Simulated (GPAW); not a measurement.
Runs of GPAW 26.7.0 on Ge. It takes space group Fd-3m (No. 227, cubic). The conventional cell has a = 5.658 Å, b = 5.658 Å, c = 5.658 Å, α = 90.00°, β = 90.00°, γ = 90.00°. Ge (site symmetry -43m) has 4 Ge at 2.45 Å as nearest neighbours. 

| task | level | potentials or basis | spin | cell | k mesh | cutoff (eV) | band path | band points | spin axis theta (degrees) | spin axis phi (degrees) | soc after scf | gap on the mesh (eV) | pressure (GPa) |
| --- | --- | --- | --- | --- | --- | --- | --- | --- | --- | --- | --- | --- | --- |
| band structure | BP86 | PAW data sets generated in the run's folder for this functional, pw | SOC, no magnetisation | as given | 8 × 8 × 8 | 600 | GXWKGLUWLK,UX | 100 | 54.7 | 45 | second variation | - | 4.3 |
| band structure | LDA | PAW data sets generated in the run's folder for this functional, pw | off | as given | 8 × 8 × 8 | 600 | GXWKGLUWLK,UX | 100 | - | - | - | - | -1.0 |
| band structure | PBE | JTH PAW 2.0, PBE, pw | off | as given | 8 × 8 × 8 | 600 | GXWKGLUWLK,UX | 100 | - | - | - | - | 3.0 |
| band structure | GLLB-SC | the program's PAW data sets (release 1.2.1) made for this functional, pw | off | as given | 8 × 8 × 8 | 600 | GXWKGLUWLK,UX | 100 | - | - | - | 0.16 | - |
| band structure | OLYP | PAW data sets generated in the run's folder for this functional, pw | SOC, no magnetisation | as given | 8 × 8 × 8 | 600 | GXWKGLUWLK,UX | 60 | 0 | 0 | second variation | (b) | 4.5 |
| gruneisen | LDA | the program's PAW data sets (release 1.2.1) made for this functional, pw | off | relaxed | 7 × 7 × 7 | 510 | - | - | - | - | - | (a) | 0.0 |

Alike in all rows: smearing fermi-dirac 0.05 eV.

Task: Fill in the values left out.

Result: (a) none; (b) 0.19.

Caveats: this crystal is a semiconductor, whose small gap the functional closes, so the metal is an error of the method (some runs); spin-orbit coupling was added after a scalar SCF, so levels and gaps hold it while energy, forces, pressure and moments don't (some runs); this program's spin-orbit splittings come out too wide for heavy elements (some runs); the program truncates these outside data sets (some runs); the derivative discontinuity is unreliable in so narrow a gap, and the gap given is the Kohn-Sham one (some runs); a model potential gives levels but no total energy (some runs); the cutoff is short for stress and forces, so pressures can be off by a GPa or more (some runs).

A k mesh can miss the band edges, and rows without SOC leave out spin-orbit coupling on Ge.

The runs don't all hold the same shells in valence.
